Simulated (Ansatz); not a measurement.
Crystal: TiTe.

```xyz
4
Lattice="3.8420 0.0000 0.0000 -1.9210 3.3273 0.0000 0.0000 0.0000 6.4030" Properties=species:S:1:pos:R:3 pbc="T T T"
Te    1.9210    1.1091    4.8022
Te    0.0000    2.2182    1.6007
Ti    0.0000    0.0000    3.2015
Ti    0.0000    0.0000    0.0000
```

Base run:

| Quantity | Value |
| --- | --- |
| Program | Ansatz 0.2.0 |
| Functional | PBEsol |
| Potentials or basis | Ansatz PAW |
| Cutoff | 420 eV |
| Density cutoff | 1680 eV |
| k mesh | 8 × 8 × 4 |
| Occupations | fermi-dirac, width 0.05 eV |
| Spin | no spin polarisation |
| Hubbard terms | Ti d U = 3 eV |

Its results: band gap on the k mesh none (metal or under the smearing width); pressure 6.2 GPa.

Task: The run is repeated on the same cell with these changes: hubbard terms from Ti d U = 3 eV to Ti d U = 1 eV. What comes out?

Result: Band gap on the k mesh none (metal or under the smearing width); pressure 4.3 GPa.

Caveats: U without spin polarisation on a metal has little footing; the PAW data sets come from PBE, with cores solved anew for the run's functional, which leaves a small shift of forces and pressure; the U is typed as a test and isn't derived for this compound; the density of states is complete only up to the lowest level of the last band computed.

Not every run made on this cell is shown here.
